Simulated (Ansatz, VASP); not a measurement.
# Cross-check of NiC214 between VASP and Ansatz, part 2 of 2

Aim: how closely do two programs agree when they are given the same cell, functional and k mesh? The cell is taken from a series of runs on this material, whose earlier steps may have relaxed, scaled, displaced or heated it; both programs get it as it stands.

VASP 6.6.1 and Ansatz 0.2.0.

So far: The starting structure; Ansatz: single point, LDA.

## (3) VASP: single point, LDA

Level of this step: LDA, spin-polarised from a ferromagnetic start; plane waves and PAW (C, Ni) (VASP).

The same cell, functional (in two slightly different forms), mesh and smearing now go to VASP, with its own data sets.

Lines of VASP's logs that name or quote its potential files are left out, and so is its time.

Input file INCAR:

```
SYSTEM = NiC214
PREC = Accurate
ENCUT = 520
EDIFF = 1E-06
NELM = 200
ISMEAR = -1
SIGMA = 0.01
LREAL = Auto
ALGO = Normal
GGA = CA
NBANDS = 583
ISPIN = 2
MAGMOM = 0 -0 -0 -0 0 0 0 0 0 -0 -0 0 0.01 0.01 0.01 0.1 0 0 0 -0 0 0 0 0 0 -0 -0 -0 0.01 0.01 0.1 0.01 -0 0 0.01 0.01 0 -0 0.01 0.01 0 0 -0 0.01 0 0 0 -0 0 0 0 0 0 0 0 0 0 0 0.01 -0 0 0 -0 0 0 0 0 0 0 -0 0 0 0 0 -0 -0 0.01 0.1 0.01 0.01 -0 0.01 0 0.01 0 0.01 -0 0.01 0 -0 0 0.01 0 0 0 -0 -0 0.01 0.01 0 0 0.01 0.01 -0 0.1 0.1 0.1 -0 0 -0 0 0 0 0 -0 -0 -0 -0 0 -0 0.01 0 0 0 -0 0 0 0 0 0 -0 -0 -0 -0 0.01 0 0 0 0 0 0 0 0 -0 0 0 0 0 0 0 0 0.01 0 -0 0 -0 0 0 0 0 0 0 0 0 0 0 0 0.01 -0 0 0 -0 0 0 0 0 0 0 -0 -0 -0 -0 0.01 0 0 0 0 0 0 0 0 0 0 0 0 0 0 -0 0.01 0 0 0 0 0 0 0 0 0 -0 0 0 0 0 0 -0.02
LASPH = .TRUE.
LMAXMIX = 4
LORBIT = 11
LWAVE = .FALSE.
LCHARG = .FALSE.
ISIF = 2
NUPDOWN = 2
GGA_COMPAT = .FALSE.
```

Input file POSCAR:

```
NiC214
1.0
   10.5951880973      0.0000000000      0.0000000000
    0.0000000000     10.5951880973      0.0000000000
    0.0000000000      0.0000000000     10.5951880973
C Ni
214 1
Direct
    0.0003588819      0.0001783873      0.0004154229
    0.0008728982      0.1670539077      0.1673350076
[... 3 atom lines left out ...]
    0.0844285972      0.2507519172      0.2509953742
    0.2510100678      0.0843149625      0.2510663331
    0.2509382160      0.2507517515      0.0844868216
[... 3 atom lines left out ...]
    0.1687885823      0.1685871030      0.3345545442
[... 3 atom lines left out ...]
    0.2475309141      0.2469640991      0.4234528491
[... 10 atom lines left out ...]
    0.1682289828      0.3341926160      0.1682870749
[... 3 atom lines left out ...]
    0.2464767131      0.4227913573      0.2465269196
[... 1 atom line left out ...]
    0.0003055809      0.3334536556      0.3336890719
[... 1 atom line left out ...]
    0.1660360638      0.3331725784      0.5011907008
    0.1656057031      0.5009816700      0.3331120424
    0.0832349622      0.4167066906      0.4169555738
[... 1 atom line left out ...]
    0.2489601727      0.4168988314      0.5846283875
    0.2490818078      0.5841119450      0.4170042325
[... 33 atom lines left out ...]
    0.3344986302      0.1685945057      0.1688532267
[... 3 atom lines left out ...]
    0.4234007026      0.2469816271      0.2475894042
[... 1 atom line left out ...]
    0.5845778228      0.2496785367      0.0824531093
    0.3336802856      0.0001591782      0.3337379859
    0.3332349948      0.1656660510      0.5012890879
[... 1 atom line left out ...]
    0.5012294239      0.1656724976      0.3332946109
    0.4169496517      0.0830661804      0.4170058652
    0.4168946902      0.2488361907      0.5842543658
[... 1 atom line left out ...]
    0.5841976728      0.2488364035      0.4169557065
[... 8 atom lines left out ...]
    0.3336324261      0.3334532888      0.0003639209
    0.3330492091      0.5009799390      0.1656603456
    0.5011349327      0.3331708757      0.1660891824
[... 1 atom line left out ...]
    0.4168977318      0.4167063868      0.0832918809
    0.4169356195      0.5840990061      0.2491417599
    0.5845665212      0.4168921521      0.2490133090
[... 1 atom line left out ...]
    0.3270954307      0.5028340616      0.5036231393
    0.5026851580      0.3265624280      0.5027402784
    0.5035479021      0.5028060397      0.3271443856
    0.4157596102      0.5814995120      0.5818039478
    0.5813330276      0.4154726803      0.5813910915
    0.5817307326      0.5814840488      0.4158147363
    0.3332603657      0.3330684104      0.6670097535
[... 2 atom lines left out ...]
    0.4992211696      0.4990102186      0.6657822151
    0.4165230224      0.4163345044      0.7499246027
[... 5 atom lines left out ...]
    0.5003634529      0.6676205929      0.1656455067
[... 5 atom lines left out ...]
    0.3333021930      0.6667537498      0.3333608398
[... 1 atom line left out ...]
    0.4992504707      0.6655439188      0.4993098813
[... 1 atom line left out ...]
    0.4165601135      0.7496835736      0.4166197591
[... 43 atom lines left out ...]
    0.6669493088      0.3330671012      0.3333173328
    0.6657217533      0.4990068340      0.4992769913
[... 2 atom lines left out ...]
    0.7498650406      0.4163334128      0.4165799895
[... 35 atom lines left out ...]
    0.3728093297      0.3792015103      0.3729827487
```

Input file KPOINTS:

```
Automatic mesh
0
Gamma
1 1 1
0 0 0
```

The projector-augmented-wave data sets are C and Ni (LDA family, release 64).

Command:

```bash
$ export OMP_NUM_THREADS=4
$ mpirun -np 1 vasp_gam
```

The program printed:

```text
[banner, memory and clock lines left out]
running    1 mpi-ranks, on    1 nodes
[...]
Offloading initialized ...    1 GPUs detected
[...]
LDA part: xc-table for (Slater(with rela. corr.)+CA(PZ))
 , standard interpolation
 POSCAR, INCAR and KPOINTS ok, starting setup
[...]
entering main loop
       N       E                     dE             d eps       ncg     rms          rms(c)
DAV:   1     0.658959357786E+04    0.65896E+04   -0.51881E+05  2332   0.157E+03
DAV:   2    -0.153116658451E+04   -0.81208E+04   -0.74901E+04  3068   0.375E+02
DAV:   3    -0.224260264856E+04   -0.71144E+03   -0.69787E+03  2866   0.110E+02
DAV:   4    -0.226675337476E+04   -0.24151E+02   -0.23947E+02  2904   0.229E+01
[...]
DAV:  21    -0.216523139493E+04   -0.17955E-05   -0.15706E-05  3208   0.973E-03    0.240E-02
DAV:  22    -0.216523138928E+04    0.56459E-05   -0.85033E-06  2528   0.112E-02    0.592E-03
DAV:  23    -0.216523138909E+04    0.18868E-06   -0.30702E-06  2208   0.408E-03
   1 F= -.21652314E+04 E0= -.21652314E+04  d E =-.635073E-09  mag=     2.0000
```

From OUTCAR (step 3):

```text
 magnetization (x)
# of ion       s       p       d       tot
------------------------------------------
    1        0.000   0.000   0.000   0.000
    2       -0.000  -0.000   0.000  -0.000
    3       -0.000  -0.000   0.000  -0.000
    4       -0.000  -0.000   0.000  -0.000
    5        0.000   0.001   0.000   0.001
    6        0.000   0.003   0.000   0.004
[...]
213        0.000   0.000   0.000   0.000
  214        0.000   0.001   0.000   0.001
  215       -0.001   0.175  -0.039   0.135
--------------------------------------------------
tot          0.120   1.322  -0.039   1.404
```

The magnetic state follows from one typed start and may not be the lowest.

## (4) Differences

Known differences besides the potentials themselves: VASP starts from the moments at which Ansatz ended; the two LDA forms differ slightly; the data sets hold 874 valence electrons in Ansatz (on its default PAW (the set named soft_2) files) and 866 in VASP; the cutoff is 420 eV in Ansatz and 520 eV in VASP (PREC = Accurate, projectors in real space); VASP's log shows a relativistic correction to its local exchange, Ansatz's none; site moments are counted in spheres of each program's own size. Total energies have different zeros and are not compared.

Both answers:

| quantity | Ansatz | VASP | difference |
| --- | --- | --- | --- |
| total moment, fixed by the input (μB) | 2.00 | 2.00 | 0.00 |
| moment on Ni215 (μB) | -0.02 | 0.14 | -0.15 |
| moment on C16 (μB) | 0.10 | 0.13 | -0.03 |
| moment on C107 (μB) | 0.10 | 0.13 | -0.03 |
| moment on C105 (μB) | 0.10 | 0.13 | -0.03 |
| moment on C78 (μB) | 0.10 | 0.13 | -0.03 |
| moment on C106 (μB) | 0.10 | 0.13 | -0.03 |
| moment on C31 (μB) | 0.10 | 0.13 | -0.03 |

Forces on 7 of the 215 atoms, those with the largest forces and the largest differences (eV/Å; atoms numbered as in POSCAR):

| atom | Ansatz x, y, z | VASP x, y, z |
| --- | --- | --- |
| C16 | 0.155, 0.264, -0.063 | 0.153, 0.274, -0.093 |
| C31 | 0.189, 0.091, 0.192 | 0.188, 0.064, 0.190 |
| C78 | -0.065, 0.263, 0.158 | -0.096, 0.273, 0.157 |
| C105 | -0.045, -0.100, -0.250 | -0.016, -0.093, -0.255 |
| C106 | -0.233, 0.083, -0.232 | -0.237, 0.115, -0.238 |
| C107 | -0.251, -0.098, -0.042 | -0.256, -0.091, -0.012 |
| Ni215 | 0.280, -0.533, 0.266 | 0.291, -0.555, 0.277 |

The forces differ by 5.3 meV/Å r.m.s., which is 12.4 % of the r.m.s. force of 0.043 eV/Å (both taken over all components).

## (5) Results

| Quantity | Value |
| --- | --- |
| r.m.s. force difference (single point, LDA) | 5.3 meV/Å |

In words: The r.m.s. force difference is 5.3 meV/Å (single point, LDA), within the 12 meV/Å picked in this series as the mark of a large difference. The data sets hold unlike numbers of valence electrons (874 in Ansatz and 866 in VASP), so part of the differences comes from the potentials. Such differences can come from data sets, numerical settings and the points named under the comparisons, not from the functional's error against experiment.

[Lines on the potential files, build, host, timing and source positions are cut from VASP's logs without a mark.]

[Logs are printed without paths, hosts, clocks, repeated set-up lines and the standing remarks that a program may print on its own settings, such as how far it seeks lower states.]

[Hosts, paths, dates, database ids (printed as entryN), source tags and the programs' standing remarks are cut or masked in the printed files.]
